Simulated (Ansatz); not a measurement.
A (001) slab of Si2Mo (I4/mmm (No. 139)), 7 planes, outer planes Mo (top) and Mo (bottom), with 7 atoms (Si4Mo3) in a surface cell of A = 10.177 Å², as cut from the bulk:

```xyz
7
Lattice="3.1901 0.0000 0.0000 0.0000 3.1901 0.0000 0.0000 0.0000 22.8214" Properties=species:S:1:pos:R:3 pbc="T T T"
Mo    1.5950    1.5950    7.5000
Si    0.0000    0.0000    8.7901
Si    1.5950    1.5950   10.1206
Mo    0.0000    0.0000   11.4107
Si    1.5950    1.5950   12.7008
Si    0.0000    0.0000   14.0313
Mo    1.5950    1.5950   15.3214
```

These are results of DFT PBEsol, scalar-relativistic, plane waves, PAW (Ansatz 0.2.0), not measurements. Settings: cutoff 420 eV, Γ-centred mesh 11×11×1 on the computed 7-atom cell, Gaussian smearing of 0.10 eV; no spin polarisation.

The relaxed slab holds 2 formula units of Si2Mo and 1 further Mo. Against those formula units in the bulk and the further Mo in its standard state it lies 4.809 eV higher. The formation energy of Si2Mo from the standard states is -1.809 eV a formula unit (uncorrected, no zero-point or thermal terms).

Task: Over what range can the chemical potential of Mo vary, and what is the surface energy at both ends?

Result: In contact with the bulk, μ(Mo) + 2μ(Si) is fixed. With Δμ counted from the standard states, Δμ(Mo) ≤ 0 keeps elemental Mo from forming, and Δμ(Si) ≤ 0 requires Δμ(Mo) ≥ ΔH = -1.809 eV. Other compounds of Mo and Si can narrow this range. Then γ, the mean of both faces, = [4.809 eV − 1.00·Δμ(Mo)]/(2A). At the Mo-rich end (Δμ = 0): 4.809/(2 × 10.177) × 16.02 = 3.79 J/m². At the Mo-poor end: (4.809 + 1.809)/(2 × 10.177) × 16.02 = 5.21 J/m².

Task: How does its energy depend on growth conditions?

Result: It carries an excess of Mo, so its energy falls by 0.79 J/m² for each eV that μ(Mo) rises: Mo-rich conditions lower it; whether it appears depends on the other terminations.

The Mo-terminated face is costly throughout the allowed range, at 3.79 J/m² even in equilibrium with elemental Mo. The reservoir therefore shifts the energy but does not cause most of it. The main reason is probably lost bonding: the cut takes away half of the close Si neighbours of each outer Mo atom, leaving Mo d states that had hybridised with Si p states without partners. Relaxation can recover only part of this, since the atoms missing above the surface are not replaced.

The Mo-rich value is best read as a lower bound. Silicides richer in Mo are known to lie between this compound and the metal, and they form before Δμ(Mo) reaches zero. The Mo-poor end is more realistic, because the disilicide does coexist with silicon. As the two faces of the cut slab are mirror images, the mean also describes each single face, provided relaxation keeps that symmetry. With only one Mo plane between the outer ones, it remains open whether the two surfaces are decoupled.
